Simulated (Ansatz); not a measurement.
# KF: how the settings move a single-point run

Aim: see which settings change the result for KF, by how much, and at what cost.

Computed with Ansatz 0.2.0 (reference: DFT, PBEsol, PAW with Ansatz's default frozen-core files, scalar-relativistic, unless a step's input says otherwise).

## (1) The structure to begin with

The structure is cubic, space group Fm-3m (No. 225). Conventional cell: a = 5.347 Å, b = 5.347 Å, c = 5.347 Å, α = 90.00°, β = 90.00°, γ = 90.00°. K (site symmetry m-3m) is surrounded by 6 F at 2.67 Å. F (site symmetry m-3m) is surrounded by 6 K at 2.67 Å.

Structure file:

```xyz
2
Lattice="0.0000 2.6735 2.6735 2.6735 0.0000 2.6735 2.6735 2.6735 0.0000" Properties=species:S:1:pos:R:3 pbc="T T T"
K     0.0000    0.0000    0.0000
F     2.6735    2.6735    2.6735
```

## (2) The reference run

The input, input.yaml:

```yaml
crystal:
  lattice:
    - [0.0, 2.6735, 2.6735]
    - [2.6735, 0.0, 2.6735]
    - [2.6735, 2.6735, 0.0]
  atoms:
    - { symbol: K, position: [0.0, 0.0, 0.0] }
    - { symbol: F, position: [0.5, 0.5, 0.5] }
kpoints:
  mp_grid: { grid: [9, 9, 9] }
  band_path:
    path:
      - [0.0, 0.0, 0.0]
      - [0.5, 0.0, 0.5]
      - [0.625, 0.25, 0.625]
      - [0.375, 0.375, 0.75]
      - [0.0, 0.0, 0.0]
      - [0.5, 0.5, 0.5]
      - [0.5, 0.25, 0.75]
      - [0.5, 0.0, 0.5]
    npoints: 5
scf:
  occupations: { method: fermi_dirac, width: 0.01 }
hamiltonian:
  xc: pbesol
  pseudopotentials: { kind: paw }
output:
  forces: true
  stress: true
  eigenvalues: true
  efg: { contact_densities: true }
  write_density: true
  write_potential: true
  elf: true
  volumetric_format: npy
```

Started as:

```console
ansatz run input.yaml --threads 1 --pin off --max-ram 2048MiB --backend cpu --events-out ev --progress --plain --runs-dir out
```

## (3) Variant: symmetry.detect false, occupations.method tetrahedron, xc_grid 3, width left out

Changes to input.yaml since step 2:

```diff
@@ -8,2 +8,3 @@
     - { symbol: F, position: [0.5, 0.5, 0.5] }
+  symmetry: { detect: false }
 kpoints:
@@ -22,3 +23,3 @@
 scf:
-  occupations: { method: fermi_dirac, width: 0.01 }
+  occupations: { method: tetrahedron }
 hamiltonian:
@@ -35 +36,3 @@
   volumetric_format: npy
+basis:
+  xc_grid: 3
```

**Question.** What will these runs give? Wanted: for each run, ending; energy change; pressure; gap; force.

As calculated:

| run | ending | energy change | pressure (GPa) | gap (eV) | force (eV/Å) | cycles | time |
| --- | --- | --- | --- | --- | --- | --- | --- |
| reference | converged | 0 | -0.7 | 6.04 | 0.00 | 6 | 2.4 s |
| 1: symmetry.detect false, occupations.method tetrahedron, xc_grid 3, width left out | converged | 0.0 meV/atom (σ→0) | -0.7 | 6.04 | 0.00 | 6 | 14 s |

Residual by cycle in the longest SCF loop of each run; runs are numbered as in the table. The quantity is the density residual dr2, in eV.

| cycle | reference | run 1 |
| --- | --- | --- |
| 1 | 0.0238 | 0.0238 |
| 2 | 0.00631 | 0.00631 |
| 3 | 1.4e-4 | 1.4e-4 |
| 4 | 6.5e-6 | 6.4e-6 |
| 5 | 6.1e-7 | 5.9e-7 |
| 6 | 5.5e-9 | 5.7e-9 |

What this shows: Changing the use of symmetry, smearing and numerical grids hardly moves the energy: 0.0 meV/atom. Cost: 14 s against 2.4 s.

These are semilocal Kohn-Sham gaps, which aren't the measured quantity. Such gaps usually fall short of the measured ones.
